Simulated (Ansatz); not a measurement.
Take a crystal in which N has been replaced by As on all its sites, with the cell rescaled by a rough guess (in some cases also distorted within its space group) and nothing relaxed:

```
B As
1.0
     2.87545    0.00000    0.00000
    -1.43773    2.49021    0.00000
     0.00000    0.00000    8.12330
B As
2 2
Direct
  0.33333 0.66667 0.25000
  0.66667 0.33333 0.75000
  0.33333 0.66667 0.75000
  0.66667 0.33333 0.25000
```

The calculation used DFT PBE, scalar-relativistic, plane waves, PAW in Ansatz 0.2.0.

Settings: cutoff 420 eV, Γ-centred mesh 15×15×6 on the computed 4-atom cell, Gaussian smearing of 0.01 eV; no spin polarisation.

(1) What pressure does the cell carry?

(2) Is it a metal on this mesh?

(3) What is its energy against the elements in their standard states?

An odd mesh misses points on the zone edge, so a gap read on it can be too wide. The cell holds layers, and where no dispersion correction was added their binding is poorly described.

## Answers

(1) The pressure is 93.4 GPa (positive in compression), so the cell would expand.

(2) No: the gap is 0.15 eV, the least direct gap 0.15 eV.

(3) +2.155 eV/atom at this unrelaxed geometry, with the elements in the same functional.

This form isn't the usual stable structure of the compound.